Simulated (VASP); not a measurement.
**TaN: single point with PBEsol+U**

Crystal: TaN.

```xyz
6
Lattice="5.1850 0.0000 0.0000 -2.5925 4.4903 0.0000 0.0000 0.0000 2.9080" Properties=species:S:1:pos:R:3 pbc="T T T"
Ta    0.0000    0.0000    0.0000
Ta    0.0000    2.9936    1.4540
Ta    2.5925    1.4968    1.4540
N     2.5925    0.0000    0.0000
N     1.2963    2.2452    0.0000
N    -1.2963    2.2452    0.0000
```

```json
{
 "Program": "VASP 6.6.1",
 "Task": "single point",
 "Functional": "PBEsol",
 "Potentials or basis": "VASP PAW PBE potentials, release 64 (Ta_pv, N)",
 "Cutoff": "520 eV",
 "k mesh": "4 × 4 × 7",
 "Occupations": "gaussian, width 0.05 eV",
 "Spin": "collinear spin, twin_end start",
 "Starting moments": "[0.51, -0.08, -0.08, 0.02, 0.01, 0.02] μB",
 "Hubbard terms": "Ta d U = 7.0 eV",
 "Dipole correction": "no",
 "Further INCAR settings": "ALGO = Fast; EDIFF = 1e-06; NBANDS = 37"
}
```

```yaml
Pressure: 24.6 GPa
Band_gap_on_the_k_mesh: none (metal or under the smearing width)
Net_moment: 0.00 μB per cell
Valence_electrons_inside_the_program's_atomic_spheres: Ta 8.42, 8.85; N 3.85
```

Stress tensor (GPa, compression positive):
```
22.10  0.00  0.00
 0.00 22.10  0.00
 0.00  0.00 29.73
```

Levels at points of the mesh, in eV from the Fermi level:
Spin up:
| k point | band 22 | band 23 | band 24 | band 25 | band 26 | band 27 |
| --- | --- | --- | --- | --- | --- | --- |
| (0.00, 0.00, 0.00) | -2.82 | -2.02 | -0.82 | -0.82 | 0.95 | 1.11 |
| (0.50, 0.00, 0.00) | -3.09 | -1.97 | -0.54 | 1.59 | 2.20 | 2.31 |
| (0.50, 0.50, 0.00) | -3.09 | -1.97 | -0.54 | 1.59 | 2.20 | 2.31 |
Spin down:
```csv
k point,band 21,band 22,band 23,band 24,band 25,band 26,band 27,band 28
"(0.00, 0.00, 0.00)",-3.17,-2.82,-2.02,-0.82,-0.82,0.95,1.11,1.11
"(0.50, 0.00, 0.00)",-3.61,-3.09,-1.97,-0.54,1.59,2.20,2.31,2.54
"(0.50, 0.50, 0.00)",-3.61,-3.09,-1.97,-0.54,1.59,2.20,2.31,2.54
```

Eigenvalues of the final occupation matrices:
```
    site  spin  trace               eigenvalues
site 1 d     1   0.99  0.14 0.14 0.24 0.24 0.24
site 1 d     2   0.99  0.14 0.14 0.24 0.24 0.24
site 2 d     1   1.10  0.20 0.20 0.23 0.23 0.25
site 2 d     2   1.10  0.20 0.20 0.23 0.23 0.25
site 3 d     1   1.10  0.20 0.20 0.23 0.23 0.25
site 3 d     2   1.10  0.20 0.20 0.23 0.23 0.25
```

Run time: 100 s on 1 thread of Intel(R) Xeon(R) Platinum 8488C (Sapphire Rapids), with other jobs on the host, peak memory 0.27 GiB.

Caveat: the PAW data sets were made with another functional, which shifts forces and pressure a little. Spin-orbit coupling is left out, which matters for the levels of Ta.
